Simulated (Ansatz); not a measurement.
# PbSe: the cost of one run

Method: DFT PBE, scalar-relativistic, plane waves, PAW, in Ansatz 0.2.0.

## Step 1: The system as given

Symmetry: F-43m, No. 216, cubic system. The conventional cell has a = 7.067 Å, b = 7.067 Å, c = 7.067 Å, α = 90.00°, β = 90.00°, γ = 90.00°. Pb (site symmetry -43m) has 4 Se at 3.06 Å as nearest neighbours. Se (site symmetry -43m) is surrounded by 4 Pb at 3.06 Å.

Structure file:

```cif
data_structure
_symmetry_space_group_name_H-M 'P 1'
_symmetry_Int_Tables_number 1
_cell_length_a 4.9970
_cell_length_b 4.9970
_cell_length_c 4.9970
_cell_angle_alpha 60.000
_cell_angle_beta 60.000
_cell_angle_gamma 60.000
_cell_volume 88.23
loop_
_atom_site_label
_atom_site_type_symbol
_atom_site_fract_x
_atom_site_fract_y
_atom_site_fract_z
_atom_site_occupancy
Pb1 Pb 0.00000 0.00000 0.00000 1
Se1 Se 0.75000 0.75000 0.75000 1
```

The cell is invented: ordered vacancies on the anion sites of fluorite (F-43m, No. 216). The dimensions are guesses.

## Step 2: The guess as it stands, on a coarse mesh

Input file input.yaml:

```yaml
crystal:
  lattice:
    - [0.0, 3.53338365, 3.53338365]
    - [3.53338365, 0.0, 3.53338365]
    - [3.53338365, 3.53338365, 0.0]
  atoms:
    - { symbol: Pb, position: [0.0, 0.0, 0.0] }
    - { symbol: Se, position: [0.75, 0.75, 0.75] }
basis:
  ecutwfc: 420
kpoints:
  mp_grid: { grid: [4, 4, 4] }
hamiltonian:
  xc: pbe
scf:
  occupations: { method: gaussian, width: 0.1 }
  lower_state_search: "off"
output:
  forces: true
  stress: true
  eigenvalues: true
```

On the command line:

```bash
$ ansatz run input.yaml --threads 1 --pin off --max-ram 2048MiB --backend cpu --events-out ev --progress --plain --runs-dir out
```

What time and memory should one allow on 1 thread of Arm Neoverse V1, shared host?

About 1.6 s, with a peak of 0.32 GiB.
